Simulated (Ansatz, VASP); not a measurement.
# One calculation of HfB, two programs

The input INCAR:

```
ALGO = Normal ; EDIFF = 1E-7
EDIFFG = -0.005 ; ENCUT = 600
IBRION = 2 ; ISIF = 3
ISMEAR = -1 ; LASPH = T
LCHARG = F ; LMIXTAU = T
LREAL = F ; LWAVE = F
METAGGA = R2SCAN ; NELM = 80
NSW = 40 ; PREC = Accurate
SIGMA = 0.05
```

File KPOINTS:

```
k-points
0
Gamma
  10 10 10
```

Contents of POSCAR:

```
HfB
1.0
    0.0000000000      2.3100000000      2.3100000000
    2.3100000000      0.0000000000      2.3100000000
    2.3100000000      2.3100000000      0.0000000000
Hf B
1 1
Direct
    0.5000000000      0.5000000000      0.5000000000
    0.0000000000      0.0000000000      0.0000000000
```

Contents of input.yaml:

```yaml
crystal:
  lattice:
    - [0.0, 2.31, 2.31]
    - [2.31, 0.0, 2.31]
    - [2.31, 2.31, 0.0]
  atoms:
    - { symbol: Hf, position: [0.5, 0.5, 0.5] }
    - { symbol: B, position: [0.0, 0.0, 0.0] }
hamiltonian:
  xc: r2scan
  pseudopotentials: { kind: paw }
kpoints:
  mp_grid: { grid: [10, 10, 10] }
scf:
  occupations: { method: fermi_dirac, width: 0.05 }
output:
  forces: true
  stress: true
  eigenvalues: true
relax:
  f_tol: 0.01
  max_steps: 40
  cell: { stress_tol: 0.05 }
```

Alike in both runs: task relaxation of cell and atoms; functional r2SCAN; k mesh 10 × 10 × 10; occupations fermi-dirac, width 0.05 eV; no spin polarisation.

|  | VASP | Ansatz |
| --- | --- | --- |
| version | VASP 6.6.1 | Ansatz 0.2.0 |
| potentials or method | VASP PAW PBE potentials, release 64 (Hf_pv, B) | Ansatz PAW |
| plane-wave cutoff (eV) | 600 | 500 |
| valence electrons in the cell | 13 | 29 |

```tsv
	VASP	Ansatz	Ansatz less VASP
gap on the k mesh at the Fermi level, each at its own relaxed structure (eV)	none	none	-
relaxed volume (Å³/atom)	14.04	14.05	+0.012
relaxed cell length with the largest relative difference (Å)	3.412	3.413	+0.0010
energy change over the relaxation (meV/atom)	-143	-141	+2.5
```

A gap of «none» marks a metal or a gap that the smearing closes. The two sets of potentials don't hold the same shells in valence.

Caveats: the PAW data sets were made with another functional, which shifts forces and pressure a little (VASP); the plane-wave basis is chosen anew once the cell has moved, so the energies of steps on either side of that aren't comparable (Ansatz); the PAW data sets come from PBE, with cores solved anew for the run's functional, which leaves a small shift of forces and pressure (Ansatz). Spin-orbit coupling is left out, which matters for the levels of Hf. Zero-point motion and thermal expansion aren't in these numbers.
